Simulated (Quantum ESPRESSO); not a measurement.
TiO: zone-centre phonons under several settings

```xyz
2
Lattice="2.7083 0.0000 0.0000 0.0000 2.7083 0.0000 0.0000 0.0000 2.7083" Properties=species:S:1:pos:R:3 pbc="T T T"
Ti    0.0000    0.0000    0.0000
O     1.3542    1.3542    1.3542
```

The cell comes from a database or a generator and needn't be the stable form of this composition.

All runs used Quantum ESPRESSO 7.5.

```tsv
level	potentials	k mesh (s: shifted)	geometry	spin	cutoff (eV)	occupations	volume (Å³/atom)	pressure (GPa)	lowest optical mode without the field (cm⁻¹)
PBEsol	SSSP 1.3 efficiency PBE	10 × 10 × 10	relaxed cell	no spin polarisation	748	methfessel-paxton, width 0.272 eV	?	0.1	?
LDA	GBRV 1.5 LDA	10 × 10 × 10s	given cell, atoms relaxed	collinear spin, ferromagnetic start	612	gaussian, width 0.272 eV	9.93	-28.1	185
```

Problem. What stands in the row left open?

Solution. Volume 8.86 Å³/atom; lowest optical mode without the field 323 cm⁻¹.

Caveats: the mesh is thin for the phonons of a metal; the potentials were made for another functional, which shifts forces and pressure (some runs); the cell is more than 3 GPa from zero pressure, which shifts response properties (some runs); a pressure of tens of GPa on the cell as given is suspect, and the run, the potentials or the cell itself is likely at fault (some runs).

For the row left open. Caveat: the mesh is thin for the phonons of a metal; the potentials were made for another functional, which shifts forces and pressure.
